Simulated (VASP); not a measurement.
# BAs (F-43m) under uniaxial stress along [111]

Wanted: the response of BAs to uniaxial stress along [111], as a table, with a fit that predicts a row left out.

Main program and level: VASP 6.6.1; LDA; plane waves and PAW (B, As), in the first sound run; inputs show where later runs differ.

**1. Set-up**

Symmetry: F-43m, No. 216, cubic system. The conventional cell has a = 4.777 Å, b = 4.777 Å, c = 4.777 Å, α = 90.00°, β = 90.00°, γ = 90.00°. Nearest to B lie 4 As at 2.07 Å. As has 4 B at 2.07 Å nearest. Farther neighbours are not listed.

**2. Relax the crystal, LDA**

The series starts from the cell that this level prefers, so that zero strain is near zero stress.

This step took 2 runs in a row; the last is shown.

Level: LDA; plane waves and PAW (B, As).

INCAR

```
SYSTEM = BAs
PREC = Accurate
ENCUT = 480
EDIFF = 1E-07
NELM = 120
ISMEAR = 0
SIGMA = 0.02
LREAL = .FALSE.
ALGO = Normal
GGA = CA
NBANDS = 10
LASPH = .TRUE.
LORBIT = 11
LWAVE = .FALSE.
LCHARG = .FALSE.
KPAR = 16
IBRION = 2
NSW = 40
ISIF = 3
EDIFFG = -0.005
POTIM = 0.4
```

POSCAR

```
BAs
1.0
    0.0000000000      2.3711864423      2.3711864423
    2.3711864423      0.0000000000      2.3711864423
    2.3711864423      2.3711864423      0.0000000000
B As
1 1
Direct
    0.0000000000      0.0000000000      0.0000000000
    0.2500000000      0.2500000000      0.2500000000
```

KPOINTS

```
Automatic mesh
0
Gamma
11 11 11
0 0 0
```

The projector-augmented-wave data sets are B and As (LDA family, release 64).

The run is started by

```sh
> mpirun -np 16 vasp_std
```

What it wrote:

```text
[banner, memory and clock lines left out]
running   16 mpi-ranks, on    1 nodes
[...]
|                                                                             |
|           W    W    AA    RRRRR   N    N  II  N    N   GGGG   !!!           |
|           W    W   A  A   R    R  NN   N  II  NN   N  G    G  !!!           |
|           W    W  A    A  R    R  N N  N  II  N N  N  G       !!!           |
|           W WW W  AAAAAA  RRRRR   N  N N  II  N  N N  G  GGG   !            |
|           WW  WW  A    A  R   R   N   NN  II  N   NN  G    G                |
|           W    W  A    A  R    R  N    N  II  N    N   GGGG   !!!           |
|                                                                             |
|     For optimal performance we recommend to set                             |
|       NCORE = 2 up to number-of-cores-per-socket                            |
|     NCORE specifies how many cores store one orbital (NPAR=cpu/NCORE).      |
|     This setting can greatly improve the performance of VASP for DFT.       |
[...]
|     Unfortunately you need to use the default for GW and RPA                |
|     calculations (for HF NCORE is supported but not extensively tested      |
|     yet).                                                                   |
|                                                                             |

 LDA part: xc-table for (Slater(with rela. corr.)+CA(PZ))
 , standard interpolation
 POSCAR, INCAR and KPOINTS ok, starting setup
[...]
entering main loop
       N       E                     dE             d eps       ncg     rms          rms(c)
DAV:   1     0.116236973695E+02    0.11624E+02   -0.37856E+03  1120   0.671E+02
DAV:   2    -0.129845126785E+02   -0.24608E+02   -0.23448E+02  1546   0.106E+02
DAV:   3    -0.136938673852E+02   -0.70935E+00   -0.70778E+00  1340   0.180E+01
DAV:   4    -0.136959049849E+02   -0.20376E-02   -0.20375E-02  1350   0.105E+00
[...]
DAV:  11    -0.129262887899E+02   -0.13916E-05   -0.16086E-06  1362   0.929E-03    0.130E-02
DAV:  12    -0.129262886184E+02    0.17145E-06   -0.80753E-07  1244   0.399E-03    0.292E-03
DAV:  13    -0.129262886224E+02   -0.40168E-08   -0.29093E-08   710   0.126E-03
   1 F= -.12926289E+02 E0= -.12926289E+02  d E =-.129263E+02
[...]
reached required accuracy - stopping structural energy minimisation
```

Elapsed: 4.4 s, on 16 MPI ranks of AMD EPYC 7R43, shared host; peak memory 1.8 GiB; 58 s of CPU time.

The logs omit lines about the potential files and the build; timing stands in the text.

OUTCAR, selected parts (step 2):

```text
  Total        0.0001635      0.0001635      0.0001635      0.0000000     -0.0000000     -0.0000000
  in kB        0.0098259      0.0098259      0.0098259      0.0000000     -0.0000000     -0.0000000
  external PRESSURE =       0.0098259 kB  Pullay stress =       0.0000000 kB

 POSITION                                       TOTAL-FORCE (eV/Angst)
 -----------------------------------------------------------------------------------
      0.00000      0.00000      0.00000         0.000000      0.000000      0.000000
      1.18559      1.18559      1.18559        -0.000000     -0.000000     -0.000000
 -----------------------------------------------------------------------------------
    total drift:                                0.000000      0.000000      0.000000

  FREE ENERGIE OF THE ION-ELECTRON SYSTEM (eV)
  ---------------------------------------------------
  free  energy   TOTEN  =       -12.9262886224 eV

  energy  without entropy=      -12.9262886224  energy(sigma->0) =      -12.92628862

 reached required accuracy - stopping structural energy minimisation

[... 3 further parts left out ...]
[key lines of the parts left out:]
E-fermi :   6.5873
```

Read from the output:

```
energy(sigma→0) of the program : -12.9263 eV
stress, compression positive   : 0.00 along [111], 0.00 across it (mean), GPa
volume                         : 26.664 Å³
ionic steps                    : 1
```

**3. Strain across the axis, LDA**

One member in full: the axis is strained by -1 %, and the two directions across it are strained alike until their mean stress is under 0.012 GPa or five steps are spent.

This step took 3 runs, each at a new trial strain with the atoms of the one before; the last is shown.

Level: LDA; plane waves and PAW (B, As); cell typed or built by script.

Edit INCAR of step 2 so:

```diff
@@ -15,7 +15,7 @@
 LCHARG = .FALSE.
-KPAR = 16
-IBRION = 2
-NSW = 40
-ISIF = 3
-EDIFFG = -0.005
-POTIM = 0.4
+KPAR = 4
+IBRION = 1
+NSW = 25
+ISIF = 2
+EDIFFG = -0.004
+POTIM = 0.3
```

POSCAR

```
BAs
1.0
   -0.0176616910      2.3563054230      2.3563054230
    2.3563054230     -0.0176616910      2.3563054230
    2.3563054230      2.3563054230     -0.0176616910
B As
1 1
Direct
    0.9996279579      0.9996279579      0.9996279579
    0.2503720421      0.2503720421      0.2503720421
```

KPOINTS is that of step 2.

The run is started by

```sh
> mpirun -np 4 vasp_std
```

What it wrote:

```text
[banner, memory and clock lines left out]
running    4 mpi-ranks, on    1 nodes
[...]
LDA part: xc-table for (Slater(with rela. corr.)+CA(PZ))
 , standard interpolation
 POSCAR, INCAR and KPOINTS ok, starting setup
[...]
entering main loop
       N       E                     dE             d eps       ncg     rms          rms(c)
DAV:   1     0.999001745985E+01    0.99900E+01   -0.36668E+03  2920   0.664E+02
DAV:   2    -0.131162556000E+02   -0.23106E+02   -0.22148E+02  4174   0.105E+02
DAV:   3    -0.137086001581E+02   -0.59234E+00   -0.59138E+00  3494   0.165E+01
DAV:   4    -0.137101771252E+02   -0.15770E-02   -0.15769E-02  3576   0.952E-01
[...]
DAV:  11    -0.129233335896E+02   -0.14129E-05   -0.16850E-06  3534   0.949E-03    0.132E-02
DAV:  12    -0.129233334313E+02    0.15837E-06   -0.76666E-07  3260   0.392E-03    0.278E-03
DAV:  13    -0.129233334339E+02   -0.26296E-08   -0.29829E-08  1830   0.125E-03
   1 F= -.12923333E+02 E0= -.12923333E+02  d E =-.129233E+02
 BRION: g(F)=  0.376E-06 g(S)=  0.000E+00
 reached required accuracy - stopping structural energy minimisation
```

Wall time 17 s (4 MPI ranks); peak memory 0.48 GiB; 66 s of CPU time.

Parts of OUTCAR (step 3):

```text
  Total        0.1928310      0.1928310      0.1928310      0.1941180      0.1941180      0.1941180
  in kB       11.6763487     11.6763487     11.6763487     11.7542814     11.7542814     11.7542814
  external PRESSURE =      11.6763487 kB  Pullay stress =       0.0000000 kB

 POSITION                                       TOTAL-FORCE (eV/Angst)
 -----------------------------------------------------------------------------------
      4.69320      4.69320      4.69320        -0.001472     -0.001472     -0.001472
      1.17548      1.17548      1.17548         0.001472      0.001472      0.001472
 -----------------------------------------------------------------------------------
    total drift:                               -0.000106     -0.000106     -0.000106

  FREE ENERGIE OF THE ION-ELECTRON SYSTEM (eV)
  ---------------------------------------------------
  free  energy   TOTEN  =       -12.9233334339 eV

  energy  without entropy=      -12.9233334339  energy(sigma->0) =      -12.92333343

[... 1 part as in an earlier step ...]

[... 3 further parts left out ...]
[key lines of the parts left out:]
E-fermi :   6.6871
```

Numbers from this step:

```
energy(sigma→0) of the program : -12.9233 eV
stress, compression positive   : 3.52 along [111], -0.01 across it (mean), GPa
ionic steps                    : 1
```

**4. Band edges, HSE06**

Short lines in KPOINTS_OPT sample the zone centre along and across the axis, for masses, and the other valleys.

Level: HSE06; plane waves and PAW (B, As); cell typed or built by script.

INCAR

```
SYSTEM = BAs
PREC = Accurate
ENCUT = 480
EDIFF = 1E-06
NELM = 100
ISMEAR = 0
SIGMA = 0.02
LREAL = .FALSE.
ALGO = Normal
LHFCALC = .TRUE.
AEXX = 0.25
GGA = PE
HFSCREEN = 0.2
LASPH = .TRUE.
NBANDS = 9
PRECFOCK = Fast
LWAVE = .FALSE.
LCHARG = .FALSE.
KPAR = 4
```

POSCAR is that of step 3.

KPOINTS

```
Automatic mesh
0
Gamma
6 6 6
0 0 0
```

KPOINTS_OPT

```
Line mode
6
Line-mode
Reciprocal
  0.00000000   0.00000000   0.00000000
  0.02157051   0.02157051   0.02157051

  0.00000000   0.00000000   0.00000000
 -0.01335826   0.01335826   0.00000000

  0.31000000   0.31000000   0.00000000
  0.50000000   0.50000000   0.00000000

  0.00000000   0.31000000   0.31000000
  0.00000000   0.50000000   0.50000000

  0.45000000   0.45000000   0.45000000
  0.50000000   0.50000000   0.50000000

  0.45000000   0.00000000   0.00000000
  0.50000000   0.00000000   0.00000000

  0.42500000   0.42500000   0.00000000
  0.42485945   0.44375088   0.01875088

  0.50000000   0.50000000   0.50000000
  0.48664174   0.51335826   0.50000000
```

The run is started by

```sh
> mpirun -np 4 vasp_std
```

What it wrote:

```text
[banner, memory and clock lines left out]
running    4 mpi-ranks, on    1 nodes
[...]
|                                                                             |
|               ----> ADVICE to this user running VASP <----                  |
|                                                                             |
|     You enforced a specific xc type in the INCAR file but a different       |
|     [... a line on the potential file left out ...]
|     I HOPE YOU KNOW WHAT YOU ARE DOING!                                     |
|                                                                             |

 LDA part: xc-table for (Slater+PW92), standard interpolation
 found WAVECAR, reading the header
 POSCAR, INCAR and KPOINTS ok, starting setup
[...]
reading WAVECAR
 the WAVECAR file was read successfully
 initial charge from wavefunction
 entering main loop
       N       E                     dE             d eps       ncg     rms          rms(c)
DAV:   1    -0.133520996733E+02   -0.13352E+02   -0.78037E-01   586   0.735E+00    0.290E+00
DAV:   2    -0.133552203089E+02   -0.31206E-02   -0.78094E-03   667   0.715E-01    0.188E+00
DAV:   3    -0.133538442105E+02    0.13761E-02   -0.11283E-03   700   0.193E-01    0.108E+00
DAV:   4    -0.133534347320E+02    0.40948E-03   -0.34429E-04   611   0.111E-01    0.593E-01
DAV:   5    -0.133533003825E+02    0.13435E-03   -0.59256E-05   613   0.596E-02    0.333E-01
DAV:   6    -0.133532552408E+02    0.45142E-04   -0.17540E-05   719   0.361E-02    0.188E-01
DAV:   7    -0.133532416185E+02    0.13622E-04   -0.61035E-06   693   0.215E-02    0.106E-01
DAV:   8    -0.133532379054E+02    0.37131E-05   -0.19120E-06   586   0.122E-02    0.596E-02
DAV:   9    -0.133532370648E+02    0.84061E-06   -0.63959E-07   295   0.702E-03
   1 F= -.13353237E+02 E0= -.13353237E+02  d E =-.300185E-16
 Start KPOINTS_OPT (optional k-point list driver)
k-point batch [1-32\48]
       N       E                     dE             ncg
DAV:   1     0.971927608265E+03   -0.48520E+04      576
DAV:   2     0.100351693825E+03   -0.87158E+03      856
DAV:   3     0.350707257723E+02   -0.65281E+02      717
DAV:   4     0.346068121686E+02   -0.46391E+00      676
DAV:   5     0.346007768317E+02   -0.60353E-02      676
DAV:   6     0.346007534732E+02   -0.23358E-04      650
DAV:   7     0.346007533633E+02   -0.10997E-06      591
k-point batch [33-48\48]
       N       E                     dE             ncg
DAV:   1     0.503067225926E+04   -0.47549E+04      288
DAV:   2     0.461953756644E+04   -0.41113E+03      409
DAV:   3     0.459839195492E+04   -0.21146E+02      357
DAV:   4     0.459825862045E+04   -0.13333E+00      345
DAV:   5     0.459825751274E+04   -0.11077E-02      338
DAV:   6     0.459825751005E+04   -0.26880E-05      340
DAV:   7     0.459825751004E+04   -0.60190E-08      334
```

The job ended after 7.7 min (4 MPI ranks; peak memory 0.92 GiB).

From OUTCAR (step 4):

```text
  LATTYP: Found a trigonal (rhomboedric) cell.
 ALAT       =     3.3323658905
 COS(alpha) =     0.4924906637

 Subroutine GETGRP returns: Found  6 space group operations
 (whereof  6 operations were pure point group operations)

The static configuration has the point symmetry C_3v.

 Found     32 irreducible k-points:

   k-points           NKPTS =     32   k-points in BZ     NKDIM =    216   number of bands    NBANDS=      9

   dimension x,y,z NGX =    24 NGY =   24 NGZ =   24
   dimension x,y,z NGXF=    48 NGYF=   48 NGZF=   48

   ENCUT  =  480.0 eV  35.28 Ry    5.94 a.u.   5.95  5.95  5.95*2*pi/ulx,y,z

   NELECT =       8.0000    total number of electrons

  exchange ACFDT corr.  =         0.00000000  see jH, gK, PRB 81, 115126

 E-fermi :   6.4999

 k-point     1 :       0.0000    0.0000    0.0000
  band No.  band energies     occupation
      1     -10.9213      2.00000
      2       6.2941      2.00000
      3       6.2941      2.00000
      4       6.3937      2.00000
      5      10.4386      0.00000
      6      10.4386      0.00000
      7      10.6071      0.00000
      8      12.6185      0.00000
      9      17.1312      0.00000

 k-point     2 :       0.1667    0.0000    0.0000
  band No.  band energies     occupation
      1     -10.4118      2.00000
      2       3.0474      2.00000
      3       5.5642      2.00000
      4       5.6372      2.00000
      5      10.7022      0.00000
      6      11.4125      0.00000
      7      11.5599      0.00000
      8      14.4695      0.00000
      9      18.6496      0.00000

 POSITION                                       TOTAL-FORCE (eV/Angst)
 -----------------------------------------------------------------------------------
      4.69320      4.69320      4.69320         0.001183      0.001183      0.001183
      1.17548      1.17548      1.17548        -0.001183     -0.001183     -0.001183
 -----------------------------------------------------------------------------------
    total drift:                               -0.000076     -0.000075     -0.000074

  FREE ENERGIE OF THE ION-ELECTRON SYSTEM (eV)
  ---------------------------------------------------
  free  energy   TOTEN  =       -13.3532370648 eV

  energy  without entropy=      -13.3532370648  energy(sigma->0) =      -13.35323706

[... 1 part as in an earlier step ...]

[... 7 further parts left out ...]
```

Numbers from this step:

| Property | Result |
| --- | --- |
| energy(sigma→0) of the program | -13.3532 eV |

**5. The whole series**

Hybrid runs start from orbitals of a short LDA run, not shown.

Runs beyond LDA use the data sets made with LDA; this shifts their levels slightly, and their total energies have another zero.

The other members went through these steps as far as the tables show, with the same cutoff and, step by step, the same mesh; 42 runs are not shown. The session took 4.4 core hours (wall time by ranks) on a shared machine.

```
strain along the axis (%)  strain across the axis (%)  stress along the axis, tension positive (GPa)  energy above the unstrained row (meV/atom)  gap on the mesh, LDA (eV)
                   -2.000                       0.242                                         -7.155                                       5.940                      0.974
                   -1.500                       0.178                                         -5.318                                       3.326                      1.020
                   -1.000                       0.117                                         -3.518                                       1.478                      1.063
                   -0.500                       0.058                                         -1.742                                       0.374                      1.100
                        0                       0.000                                         -0.001                                       0.000                      1.136
                    0.500                      -0.055                                          1.697                                       0.345                      1.122
                    1.000                      -0.106                                          3.373                                       1.386                      1.109
                    1.500                      -0.157                                          5.002                                       3.109                      1.094
                    2.000                      -0.205                                          6.593                                       5.498                      1.079
```

Slopes at zero strain, from cubics through all rows: strain ratio -0.112, stress over strain 344 GPa.

Band edges at HSE06, counted from the valence-band top at Γ, with one row partly withheld:

```csv
strain along the axis (%),gap (eV),conduction band at Γ (eV),Δ or X valley along z (eV),Δ or X valley along x (eV),"lowest conduction level at L, [111] (eV)","lowest conduction level at L, [-111] (eV)",second valence level below the top (eV),third valence level below the top (eV)
-2.000,1.665,3.925,1.659,1.659,3.337,3.769,0.208,0.208
-1.500,1.718,3.985,1.709,1.709,?,3.755,0.154,0.154
-1.000,1.764,4.045,1.757,1.757,3.527,3.741,0.100,0.100
-0.500,1.804,4.103,1.798,1.798,3.617,3.724,0.049,0.049
0,1.842,4.161,1.836,1.836,3.706,3.706,0.000,0.000
0.500,1.828,4.076,1.823,1.823,3.744,3.637,0.000,0.050
1.000,1.814,3.984,1.808,1.808,3.782,3.570,0.000,0.094
1.500,1.799,3.886,1.792,1.792,3.820,3.502,0.000,0.139
2.000,1.782,3.785,1.774,1.774,3.856,3.434,0.000,0.181
```

**6. Working out the slope**

The quantity to fit is the splitting of the lowest conduction levels at the L points ([111] less [-111]) at HSE06: -0.432, -0.215, -0.107, 0.000, 0.107, 0.212, 0.318, 0.422 eV in the rows shown.

A least-squares parabola through the 8 rows shown, with d the strain along the axis less the strain across it, in %: E = − 2.21e-4 d² + 0.1921 d + 9.68e-5 (eV), r.m.s. residual 1.3e-4 eV.

At d = -1.678 this predicts -0.3229 eV.

**7. Prediction against calculation**

The calculation gives -0.3230 eV, so the prediction is 0.0001 eV too high.

The splitting is Ξu times 8/9 of d, with d as a fraction, so the linear term gives Ξu = 21.6 eV.

**8. What came out**

| Item | Value |
| --- | --- |
| Poisson ratio | 0.112 |
| Young's modulus along the axis | 344 GPa |
| gap of the unstrained cell, HSE06 | 1.84 eV |
| shear deformation potential Ξu of the lowest conduction levels at L | 21.6 eV |
| error of the predicted row | 0.1 meV |

**Reading.** As a check, the curvature of the energy gives 344 GPa for the same modulus (energy per volume = E/2 × strain²), 0 % from the slope of the stress. At HSE06 the lowest conduction valley is Δ or X throughout, and the gap runs between 1.66 and 1.84 eV. Hole masses are left out throughout, since the top bands are degenerate or cross in many series; of conduction masses, those of the Γ, L and (for Si and Ge under (001) strain) Δ valleys are kept where they change by under an eighth between rows. A measured gap of unstrained BAs is 4.12 eV (arxiv:1911.04914, direct gap from square of absorption coefficient, average of two samples, so it belongs beside the lowest direct gap, not the least one, 300 K); the static gaps here belong to the lattice relaxed at LDA. HSE06 ran on a coarser mesh than the semilocal levels. Spin-orbit coupling is left out at HSE06, so the valence splittings there lack it. Δ or X levels are the lowest on their line, refined by a parabola unless they lie at X; the gap is read from all points sampled and can differ from the lowest valley by some meV, or by tens of meV where strain moves the valence top off Γ. Temperature, zero-point motion and excitons are left out.

[Lines on the potential files, build, host, timing and source positions are cut from VASP's logs without a mark.]

[Logs are printed without paths, hosts, clocks, repeated set-up lines and the standing remarks that a program may print on its own settings, such as how far it seeks lower states.]

[Hosts, paths, dates, database ids (printed as entryN), source tags and the programs' standing remarks are cut or masked in the printed files.]

[In band tables of VASP the shares of atoms and orbitals are scaled to a sum of 1 inside the atoms' spheres.]
